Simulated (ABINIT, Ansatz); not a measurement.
# AgCl (Fm-3m): Bethe-Salpeter spectra with ABINIT, part 2 of 3

How far does the k mesh set the exciton binding of AgCl (Fm-3m)?

ABINIT 10.8.3 and Ansatz 0.2.0; PBE and many-body steps on it, plane waves. Known limits of the many-body steps: not at the basis limit; d shell near the gap, gap tends to lie low; no spin-orbit coupling; coarse k mesh; bindings not settled in the k mesh.

So far. Step 4 (Self-energy, 4×4×4 mesh, 95 bands, screening to 149.7 …): The gap on the mesh goes from 0.91 eV to 2.10 eV, a correction of +1.19 eV. Step 5 (Excitons): The lowest state lies at 3.862 eV, 0.556 eV under the direct gap.

## Step 6: Triplet (no exchange term)

Level of this step: Bethe-Salpeter equation on PBE with a scissors shift, plane waves, norm-conserving pseudopotentials (ABINIT).

Input file run.abi:

```
acell 3*1.0 Angstrom
rprim 
  0.000000000000 2.772662996800 2.772662996800
  2.772662996800 0.000000000000 2.772662996800
  2.772662996800 2.772662996800 0.000000000000
ntypat 2
znucl 47 17
natom 2
typat 1 2
xred 
  0.000000000000 0.000000000000 0.000000000000
  0.500000000000 0.500000000000 0.500000000000
pp_dirpath "pseudos"
pseudos "Ag.upf, Cl.upf"
ecut 37
ngkpt 4 4 4
nshiftk 1
shiftk 0 0 0
kptopt 1
chksymbreak 0
istwfk *1
occopt 1
irdwfk 1
optdriver 99
bs_calctype 1
mbpt_sciss 1.188 eV
bs_loband 6
nband 15
bs_exchange_term 0
bs_coulomb_term 11
bs_coupling 0
bs_algorithm 1
bs_freq_mesh 0 8 0.05 eV
zcut 0.15 eV
ecuteps 4
ecutwfn 18.5
inclvkb 2
irdscr 1
indata_prefix "in"
outdata_prefix "out"
tmpdata_prefix "tmp"
```

The run is started by

```sh
$ OMP_NUM_THREADS=1 mpirun -n 8 abinit run.abi > log
```

Numbers of over 12 decimals in the logs are rounded to 6 here.

The program printed:

```text
.Version 10.8.3 of ABINIT. v10.8.2 released Aug 2026.

 Symmetries : space group Fm -3 m (#225); Bravais cF (face-center cubic)
[... echo of the input left out ...]
== DATASET  1 ==================================================================
-   mpi_nproc: 8, omp_nthreads: 1 (-1 if OMP is not activated)

--- !DatasetInfo
iteration_state: {dtset: 1, }
dimensions: {natom: 2, nkpt: 8, mband: 15, nsppol: 1, nspinor: 1, nspden: 1, mpw: 1106, }
cutoff_energies: {ecut:  18.5, pawecutdg:  -1.0, }
electrons: {nelect:   2.60000000E+01, charge:   0.00000000E+00, occopt:   1.00000000E+00, tsmear:   1.00000000E-02, }

 Exciton: Calculation of dielectric properties by solving the Bethe-Salpeter equation
 in frequency domain and reciprocal space on a transitions basis set.
 Based on a program developed by L. Reining, V. Olevano, F. Sottile,
 S. Albrecht, and G. Onida. Incorporated in ABINIT by M. Giantomassi.

.Using double precision arithmetic ; gwpc =  8

[... cell and pseudopotentials left out ...]
--------------------------------------------------------------------------------

 ==== K-mesh for the wavefunctions ====
 Number of points in the irreducible wedge :     8
[... list of points left out ...]
 Together with 48 symmetry operations and time-reversal symmetry
 yields    64 points in the full Brillouin Zone.

 ==== Q-mesh for the screening function ====
 Number of points in the irreducible wedge :     8
[... list of points left out ...]
 Together with 48 symmetry operations and time-reversal symmetry
 yields    64 points in the full Brillouin Zone.

 vcoul_init : cutoff-mode = AUXILIARY_FUNCTION
 q-points for optical limit:   1
     1)      0.000010    0.000020    0.000030
 setmesh: FFT mesh size selected  =    24x   24x   24
[...]
average of density, n =  0.090270
 r_s =    1.3829
 omega_plasma =   28.9820 [eV]

. Writing resonant excitonic Hamiltonian on file out_BSR; file size=   0.01 [Gb].
 Direct diagonalization of the resonant excitonic Hamiltonian, Matrix size= 1024
. Using LAPACK sequential version.
 Excitonic eigenvalues in eV up to n=   32
   3.78622   3.79014   3.83460   3.83545   3.83570   3.92204   3.92521   3.92561
   4.20152   4.20539   4.30176   4.30662   4.30844   4.39313   4.39623   4.39639
   4.40041   4.40113   4.40161   4.41785   4.41916   4.41937   4.45020   4.45024
   4.72616   4.73499   4.77469   4.80059   4.80449   4.86821   4.87370   4.87453

 First excitonic eigenvalue=    3.79 [eV]
 Last  excitonic eigenvalue=   13.79 [eV]

 GW  direct gap       4.42  0.00 [eV]
 EXC direct gap       3.79  0.00 [eV]
 EXC binding energy   0.63  0.00 [eV]

 Excitonic eigenvalues up to the GW energy gap [eV]
  1 (  3.79  0.00)
  2 (  3.79  0.00)
  3 (  3.83  0.00)
[...]
18 (  4.40  0.00)
 19 (  4.40  0.00)

 Macroscopic dielectric function:
 omega [eV] <KS_RPA_nlf>  <GW_RPA_nlf>  <BSE>
   0.0000   4.3184   0.0000   3.6825   0.0000   4.1653   0.0000
   0.0500   4.3188   0.0022   3.6827   0.0011   4.1656   0.0019
   0.1000   4.3199   0.0045   3.6833   0.0022   4.1665   0.0037
[...]
0.4000   4.3425   0.0183   3.6941   0.0088   4.1851   0.0151
   0.4500   4.3490   0.0207   3.6972   0.0099   4.1904   0.0170

 Writing KS-RPA macroscopic dielectric function without local fields to file: out_RPA_NLF_MDF
 Writing GW-RPA macroscopic dielectric function without local fields to file: out_GW_NLF_MDF
 Writing EXC Macroscopic dielectric function to file: out_EXC_MDF

== END DATASET(S) ==============================================================
================================================================================

 -outvars: echo values of variables after computation  --------
           etotal      0.0000000000E+00
            nband          15
             nkpt           8
          spgroup         225
 [... the other variables as echoed above ...]

 Calculation completed.
```

Run time: 44 s. Hardware: 8 MPI ranks of Arm Neoverse N1, shared host; peak memory 0.69 GiB; 5.9 min of CPU time.

The lowest triplet lies at 3.786 eV; without spin-orbit coupling triplets are dark, so no spectrum is read.

## Step 7: Beyond Tamm-Dancoff

run.abi: that of step 6 with these lines changed.

```diff
@@ -28,5 +28,5 @@
 nband 15
-bs_exchange_term 0
+bs_exchange_term 1
 bs_coulomb_term 11
-bs_coupling 0
+bs_coupling 1
 bs_algorithm 1
```

The program printed:

```text
.Version 10.8.3 of ABINIT. v10.8.2 released Aug 2026.

 Symmetries : space group Fm -3 m (#225); Bravais cF (face-center cubic)
[... echo of the input left out ...]
== DATASET  1 ==================================================================
-   mpi_nproc: 8, omp_nthreads: 1 (-1 if OMP is not activated)

--- !DatasetInfo
iteration_state: {dtset: 1, }
dimensions: {natom: 2, nkpt: 8, mband: 15, nsppol: 1, nspinor: 1, nspden: 1, mpw: 1106, }
cutoff_energies: {ecut:  18.5, pawecutdg:  -1.0, }
electrons: {nelect:   2.60000000E+01, charge:   0.00000000E+00, occopt:   1.00000000E+00, tsmear:   1.00000000E-02, }

 Exciton: Calculation of dielectric properties by solving the Bethe-Salpeter equation
 in frequency domain and reciprocal space on a transitions basis set.
 Based on a program developed by L. Reining, V. Olevano, F. Sottile,
 S. Albrecht, and G. Onida. Incorporated in ABINIT by M. Giantomassi.

.Using double precision arithmetic ; gwpc =  8

[... cell and pseudopotentials left out ...]
--------------------------------------------------------------------------------

 ==== K-mesh for the wavefunctions ====
 Number of points in the irreducible wedge :     8
[... list of points left out ...]
 Together with 48 symmetry operations and time-reversal symmetry
 yields    64 points in the full Brillouin Zone.

 ==== Q-mesh for the screening function ====
 Number of points in the irreducible wedge :     8
[... list of points left out ...]
 Together with 48 symmetry operations and time-reversal symmetry
 yields    64 points in the full Brillouin Zone.

 vcoul_init : cutoff-mode = AUXILIARY_FUNCTION
 q-points for optical limit:   1
     1)      0.000010    0.000020    0.000030
 setmesh: FFT mesh size selected  =    24x   24x   24
[...]
q = (  0.000000  0.000000  0.962909) [r.l.u.]
 q = (  0.000000  0.833904  0.833904) [r.l.u.]
 q = (  0.833904  0.000000  0.833904) [r.l.u.]
 q = (  0.833904  0.833904  0.000000) [r.l.u.]
 Number of electrons calculated from density =   25.9695; Expected =   26.0000
 average of density, n =  0.090270
 r_s =    1.3829
 omega_plasma =   28.9820 [eV]

. Writing resonant excitonic Hamiltonian on file out_BSR; file size=   0.01 [Gb].
. Writing coupling excitonic Hamiltonian on file out_BSC; file size=   0.01 [Gb].
. Direct diagonalization of the full excitonic Hamiltonian, Matrix size= 2048
. Using LAPACK sequential version to solve FHv = ev with H positive definite.
 First excitonic eigenvalue:    3.86 [eV].
 Last  excitonic eigenvalue:   13.84 [eV].

 GW  direct gap       4.42  0.00 [eV]
 EXC direct gap       3.86  0.00 [eV]
 EXC binding energy   0.56  0.00 [eV]

 Excitonic eigenvalues up to the GW energy gap [eV]
*** (  3.86  0.00)
*** (  3.86  0.00)
*** (  3.86  0.00)
[...]
*** (  4.40  0.00)
*** (  4.40  0.00)

 Macroscopic dielectric function:
 omega [eV] <KS_RPA_nlf>  <GW_RPA_nlf>  <BSE>
   0.0000   4.3184   0.0000   3.6825   0.0000   4.0749   0.0000
   0.0500   4.3188   0.0022   3.6827   0.0011   4.0752   0.0018
   0.1000   4.3199   0.0045   3.6833   0.0022   4.0761   0.0035
[...]
0.4000   4.3425   0.0183   3.6941   0.0088   4.0939   0.0144
   0.4500   4.3490   0.0207   3.6972   0.0099   4.0990   0.0163

 Writing KS-RPA macroscopic dielectric function without local fields to file: out_RPA_NLF_MDF
 Writing GW-RPA macroscopic dielectric function without local fields to file: out_GW_NLF_MDF
 Writing EXC Macroscopic dielectric function to file: out_EXC_MDF

== END DATASET(S) ==============================================================
================================================================================

 -outvars: echo values of variables after computation  --------
           etotal      0.0000000000E+00
            nband          15
             nkpt           8
          spgroup         225
 [... the other variables as echoed above ...]

 Calculation completed.
```

Run time: 2.2 min. Hardware: 8 MPI ranks; peak memory 0.69 GiB; 18 min of CPU time.

Numbers from this step:

- direct gap of the transition levels: 4.418 eV
- transitions in the window: 1024
- lowest state: 3.86 eV
- binding of the lowest state below the direct gap: 0.5579 eV
- Coulomb term of one mesh cell: 0.5539 eV

The binding is 1.0 times the screened Coulomb term of one mesh cell (0.55 eV), so it is not shown settled.

The lowest state lies at 3.860 eV, 0.558 eV under the direct gap.

## Step 8: Dielectric constant by perturbation theory

This step: Ansatz 0.2.0; DFT, PBE, linear response to an electric field, plane waves, PAW; PAW set soft_1.

The response to a uniform field gives ε∞, a yardstick for the screening that GW builds on its mesh.

Input file input.yaml:

```yaml
crystal:
  lattice:
    - [0.0, 2.7726629968, 2.7726629968]
    - [2.7726629968, 0.0, 2.7726629968]
    - [2.7726629968, 2.7726629968, 0.0]
  atoms:
    - { symbol: Ag, position: [0.0, 0.0, 0.0] }
    - { symbol: Cl, position: [0.5, 0.5, 0.5] }
kpoints:
  mp_grid: { grid: [6, 6, 6] }
hamiltonian:
  xc: pbe
  pseudopotentials: { kind: paw, azcp: { folder: soft_1 } }
scf:
  occupations: { method: fixed }
dielectric: {}
```

The run is started by

```sh
$ ansatz run input.yaml --threads 8 --pin off --max-ram 14745MiB --backend cpu --events-out ev --progress --plain --runs-dir out
```

The program printed:

```text
Engine: ansatz 0.2.0, aarch64-unknown-linux-gnu
Pseudopotentials: kind: paw
Pseudopotential: Ag, paw, valence charge 19, recommended cutoff 420 eV (normal), soft_1/Ag.paw.azcp
Pseudopotential: Cl, paw, valence charge 7, recommended cutoff 420 eV (normal), soft_1/Cl.paw.azcp
Functional definition: PBE
  parameter kappa = 0.804
  parameter beta = 0.066725
  exchange = pbe_x(kappa = kappa, mu = beta*pi^2/3)
  correlation = pbe_c(beta = beta)
[...]
site 0:
         1.44157   -0.00000    0.00000
        -0.00000    1.44157    0.00000
         0.00000   -0.00000    1.44157
    site 1:
        -1.44157    0.00000   -0.00000
         0.00000   -1.44157   -0.00000
        -0.00000    0.00000   -1.44157
  Z* charge neutrality: 9.971e-4 e pre-enforcement
  solved inside a basis spanned on kpoints, on 6×6×6 k-points, its susceptibility summed on 10×10×10: ε∞ is read to err by 1.2e-2, Z* by 2.0e-2 e (field_mesh: kpoints solves on kpoints); Z* is corrected for what the basis lacks
[key lines of the parts left out:]
SCF converged after 9 iterations
Free energy (F): -8670.951167 eV
Fermi energy:    8.060367 eV
```

Run time: 8.4 s. Hardware: 8 threads; peak memory 0.37 GiB.

The field response gives a mean ε∞ of 5.10, which the model screening below takes as its input.

## Step 9: Model screening

This step: ABINIT 10.8.3; Bethe-Salpeter equation on PBE with a scissors shift, plane waves, norm-conserving pseudopotentials.

run.abi: that of step 7 with these lines changed.

```diff
@@ -29,6 +29,6 @@
 bs_exchange_term 1
-bs_coulomb_term 11
-bs_coupling 1
-bs_algorithm 1
-bs_freq_mesh 0 8 0.05 eV
+bs_coulomb_term 21
+bs_coupling 0
+bs_algorithm 2
+bs_freq_mesh 0 10 0.1 eV
 zcut 0.15 eV
@@ -37,3 +37,6 @@
 inclvkb 2
-irdscr 1
+mdf_epsinf 5.1
+irdden 1
+bs_haydock_niter 300
+bs_haydock_tol -0.02 0
 indata_prefix "in"
```

The run is started by

```sh
$ OMP_NUM_THREADS=1 mpirun -n 8 abinit run.abi > log
```

The program printed:

```text
.Version 10.8.3 of ABINIT. v10.8.2 released Aug 2026.

 Symmetries : space group Fm -3 m (#225); Bravais cF (face-center cubic)
[... echo of the input left out ...]
== DATASET  1 ==================================================================
-   mpi_nproc: 8, omp_nthreads: 1 (-1 if OMP is not activated)

--- !DatasetInfo
iteration_state: {dtset: 1, }
dimensions: {natom: 2, nkpt: 8, mband: 15, nsppol: 1, nspinor: 1, nspden: 1, mpw: 1106, }
cutoff_energies: {ecut:  18.5, pawecutdg:  -1.0, }
[...]
0.1000   4.3199   0.0045   3.6833   0.0022   4.0970   0.0035
   0.2000   4.3244   0.0090   3.6854   0.0043   4.1005   0.0071
[...]
0.8000   4.4176   0.0389   3.7297   0.0181   4.1727   0.0299
   0.9000   4.4453   0.0447   3.7425   0.0206   4.1940   0.0342

== END DATASET(S) ==============================================================
================================================================================

 -outvars: echo values of variables after computation  --------
           etotal      0.0000000000E+00
            nband          15
             nkpt           8
          spgroup         225
 [... the other variables as echoed above ...]

 Calculation completed.
```

It took 34 s on 8 MPI ranks; peak memory 0.67 GiB.

This step gave:

| Property | Result |
| --- | --- |
| direct gap of the transition levels | 4.418 eV |
| transitions in the window | 1024 |
| Coulomb term of one mesh cell | 0.5741 eV |

## Step 10: Empty states on the mesh, 6×6×6 mesh, 27 bands

This step: DFT, PBE, plane waves, norm-conserving pseudopotentials.

Input file run.abi:

```
acell 3*1.0 Angstrom
rprim 
  0.000000000000 2.772662996800 2.772662996800
  2.772662996800 0.000000000000 2.772662996800
  2.772662996800 2.772662996800 0.000000000000
ntypat 2
znucl 47 17
natom 2
typat 1 2
xred 
  0.000000000000 0.000000000000 0.000000000000
  0.500000000000 0.500000000000 0.500000000000
pp_dirpath "pseudos"
pseudos "Ag.upf, Cl.upf"
ecut 37
ngkpt 6 6 6
nshiftk 1
shiftk 0.11 0.21 0.31
kptopt 3
chksymbreak 0
iscf -2
irdden 1
istwfk *1
nband 27
nbdbuf 4
tolwfr 1e-09
nstep 60
prtvol 0
indata_prefix "in"
outdata_prefix "out"
tmpdata_prefix "tmp"
```

The program printed:

```text
.Version 10.8.3 of ABINIT. v10.8.2 released Aug 2026.

 Symmetries : space group Fm -3 m (#225); Bravais cF (face-center cubic)
[... echo of the input left out ...]
== DATASET  1 ==================================================================
-   mpi_nproc: 8, omp_nthreads: 1 (-1 if OMP is not activated)

--- !DatasetInfo
iteration_state: {dtset: 1, }
dimensions: {natom: 2, nkpt: 216, mband: 27, nsppol: 1, nspinor: 1, nspden: 1, mpw: 3116, }
cutoff_energies: {ecut:  37.0, pawecutdg:  -1.0, }
[...]
0.08219    0.08321    0.09005    0.09152    0.09757    0.20936    0.55746    0.56256
   0.56484    0.62885    0.63609    0.65185    0.66706    0.68060    0.70024    0.90332
   1.07686    1.07994    1.09271
 prteigrs : prtvol=0 or 1, do not print more k-points.

== END DATASET(S) ==============================================================
================================================================================

 -outvars: echo values of variables after computation  --------
            nband          27
             nkpt         216
          spgroup         225
 [... the other variables as echoed above ...]

 Calculation completed.
```

The job ended after 80 s (8 MPI ranks; peak memory 0.81 GiB).

This step gave:

```yaml
gap: 1.031 eV
k_of_the_valence_top: -0.4817, -0.465, -0.4483
k_of_the_conduction_bottom: 0.0183, 0.035, 0.0517
least_direct_gap: 3.042 eV
k_points_computed: 216
lowest_point_of_the_top_converged_band_above_the_valence_top: 14.39 eV
```

On this mesh the gap is 1.031 eV.

## Step 11: Denser, shifted k mesh (6×6×6)

This step: Bethe-Salpeter equation on PBE with a scissors shift, plane waves, norm-conserving pseudopotentials.

run.abi: that of step 10 with these lines changed.

```diff
@@ -20,10 +20,23 @@
 chksymbreak 0
-iscf -2
+istwfk *1
+occopt 1
+irdwfk 1
+optdriver 99
+bs_calctype 1
+mbpt_sciss 1.188 eV
+bs_loband 6
+nband 15
+bs_exchange_term 1
+bs_coulomb_term 21
+bs_coupling 0
+bs_algorithm 2
+bs_freq_mesh 0 10 0.1 eV
+zcut 0.15 eV
+ecuteps 3
+ecutwfn 18.5
+inclvkb 2
+mdf_epsinf 5.1
 irdden 1
-istwfk *1
-nband 27
-nbdbuf 4
-tolwfr 1e-09
-nstep 60
-prtvol 0
+bs_haydock_niter 300
+bs_haydock_tol -0.02 0
 indata_prefix "in"
```

The program printed:

```text
.Version 10.8.3 of ABINIT. v10.8.2 released Aug 2026.

 Symmetries : space group Fm -3 m (#225); Bravais cF (face-center cubic)
[... echo of the input left out ...]
== DATASET  1 ==================================================================
-   mpi_nproc: 8, omp_nthreads: 1 (-1 if OMP is not activated)

--- !DatasetInfo
iteration_state: {dtset: 1, }
dimensions: {natom: 2, nkpt: 216, mband: 15, nsppol: 1, nspinor: 1, nspden: 1, mpw: 1107, }
cutoff_energies: {ecut:  18.5, pawecutdg:  -1.0, }
[...]
0.1000   4.0058   0.0037   3.4543   0.0018   3.8635   0.0030
   0.2000   4.0094   0.0073   3.4561   0.0036   3.8665   0.0060
[...]
0.8000   4.0850   0.0314   3.4932   0.0151   3.9276   0.0252
   0.9000   4.1073   0.0361   3.5039   0.0172   3.9456   0.0288

== END DATASET(S) ==============================================================
================================================================================

 -outvars: echo values of variables after computation  --------
           etotal      0.0000000000E+00
            nband          15
             nkpt         216
          spgroup         225
 [... the other variables as echoed above ...]

 Calculation completed.
```

Run time: 1.9 min. Hardware: 8 MPI ranks; peak memory 2.8 GiB; 15 min of CPU time.

This step gave:

```
direct gap of the transition levels : 4.230 eV
transitions in the window           : 3456
Coulomb term of one mesh cell       : 0.3827 eV
```

Mean over the three Cartesian directions of q; broadening 0.15 eV; transition window only. Limits: finite bands, cutoff and mesh; d shell near the gap, gap tends to lie low; no spin-orbit coupling; exciton not shown settled in the k mesh. Table of ε₂ by photon energy; read off at these points:

```
photon energy (eV)      BSE  no electron-hole interaction  Kohn-Sham, no shift
              0.00        0                             0                    0
              0.30  0.00897                       0.00547               0.0110
              0.50   0.0152                       0.00923               0.0188
              0.80   0.0252                        0.0151               0.0313
              1.10   0.0365                        0.0215               0.0461
              1.40   0.0498                        0.0288               0.0646
              1.60   0.0605                        0.0343               0.0802
              1.90   0.0803                        0.0439                0.112
              2.20    0.107                        0.0558                0.163
              2.40    0.132                        0.0656                0.218
              2.70    0.185                        0.0845                0.399
              3.00    0.280                         0.112                 1.19
              3.20    0.397                         0.137                 2.33
              3.50    0.833                         0.199                 2.82
              3.80     3.13                         0.332                 2.94
              4.00     5.37                         0.560                 3.36
              4.10     5.15                         0.812                 3.56
              4.30     4.62                          1.87                 4.32
              4.60     4.27                          2.69                 6.37
              4.90     5.14                          3.08                 7.05
              5.10     6.28                          3.17                 6.65
              5.40     8.86                          3.87                 4.36
              5.70     5.77                          5.47                 3.68
              5.90     4.87                          7.17                 3.79
              6.20     3.42                          6.72                 3.56
              6.50     3.26                          5.15                 3.56
              6.80     3.12                          3.83                 3.49
              7.00     3.17                          3.76                 3.12
              7.30     3.14                          3.55                 3.26
              7.60     2.80                          3.59                 3.45
              7.80     2.42                          3.51                 3.37
              8.10     2.80                          3.33                 2.77
              8.40     2.71                          3.06                 3.07
              8.60     2.53                          3.41                 2.88
              8.90     2.08                          3.45                 2.28
              9.20     2.27                          2.91                 1.53
              9.50     1.62                          2.92                 1.22
              9.70     1.38                          3.06                 1.32
             10.00    0.957                          2.46                 1.40
```

(Continued in part 3 of 3.)

[Paths, hosts, dates, memory and timing lines, banners, echoed tables and standing remarks are left out of the program output.]

[Logs are printed without paths, hosts, clocks, repeated set-up lines and the standing remarks that a program may print on its own settings, such as how far it seeks lower states.]

[Runs of the session that timed out or met a known fault of the program may be left out.]

[Hosts, paths, dates, database ids (printed as entryN), source tags and the programs' standing remarks are cut or masked in the printed files.]

[G0W0 gaps are taken among the corrected bands and points alone; a level outside them can change the order at an edge.]

[Where Ansatz stands beside ABINIT at settings called matched, ABINIT's density can come from a denser mesh and the files from another edition; pairs whose starting gaps differed by over 0.03 eV were left out, so agreement reads better than it is.]
